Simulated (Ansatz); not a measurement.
## InSe: band structure with LDA

The system is InSe.

```
CELL_PARAMETERS angstrom
5.82639 -2.05465 0.00000
5.82639 2.05465 0.00000
-1.72323 0.00000 4.77135
ATOMIC_POSITIONS crystal
In 0.88820 0.88820 0.04684
In 0.11180 0.11180 0.95316
Se 0.66093 0.66093 0.66896
Se 0.33907 0.33907 0.33104
```

The cell comes from a database or a generator and needn't be the stable form of this composition.

```json
{
 "Program": "Ansatz 0.2.0",
 "Task": "band structure",
 "Functional": "LDA",
 "Potentials or basis": "Ansatz PAW",
 "Cutoff": "420 eV (not typed: the program's choice for these potentials)",
 "k mesh": "7 × 7 × 6",
 "Occupations": "fermi-dirac, width 0.05 eV",
 "Spin": "no spin polarisation",
 "Path": "[[\"X\", \"G\", \"Y\"], [\"L\", \"G\", \"Z\"], [\"N\", \"G\", \"M\"], [\"R\", \"G\"]]",
 "Points for each segment of the path": "14"
}
```

```json
{
  "Pressure": "-2.8 GPa",
  "Largest force": "0.090 eV/Å",
  "Band gap on the k mesh": "1.00 eV, indirect (least direct gap 1.06 eV)",
  "Band gap along the path": "0.99 eV, indirect (least direct gap 1.23 eV)"
}
```

Forces in eV/Å, atoms in the order of the input:
```
In  -0.078  0.000  0.012
In   0.078  0.000 -0.012
Se   0.000  0.000  0.090
Se   0.000  0.000 -0.090
```

Stress tensor (GPa, compression positive):
```
-3.37  0.00  0.04
 0.00 -2.67  0.00
 0.04  0.00 -2.33
```

Levels at the corners of the path, in eV from the valence-band top:
```tsv
point	band 27	band 28	band 29	band 30	band 31	band 32
X	-1.77	-1.55	-1.18	1.55	2.34	3.61
Γ	-1.95	-1.34	-1.12	2.60	2.93	3.54
Y	-1.43	-1.04	-0.38	0.99	2.00	3.46
L	-2.14	-2.10	-1.29	2.36	3.36	3.64
Γ	-1.95	-1.34	-1.12	2.60	2.93	3.54
Z	-1.27	-0.72	-0.49	2.07	2.92	3.35
N	-2.14	-2.10	-1.29	2.36	3.36	3.64
Γ	-1.95	-1.34	-1.12	2.60	2.93	3.54
M	-1.18	-0.67	-0.05	1.37	2.57	3.30
R	-1.77	-1.55	-1.18	1.55	2.34	3.61
Γ	-1.95	-1.34	-1.12	2.60	2.93	3.54
```

It took 12 s on 2 threads of Intel(R) Xeon(R) 6975P-C (Granite Rapids), with other jobs on the host, peak memory 0.65 GiB.

Caveat: spin-orbit coupling is left out, which moves the levels of the heavy elements; the PAW data sets come from PBE, with cores solved anew for the run's functional, which leaves a small shift of forces and pressure.
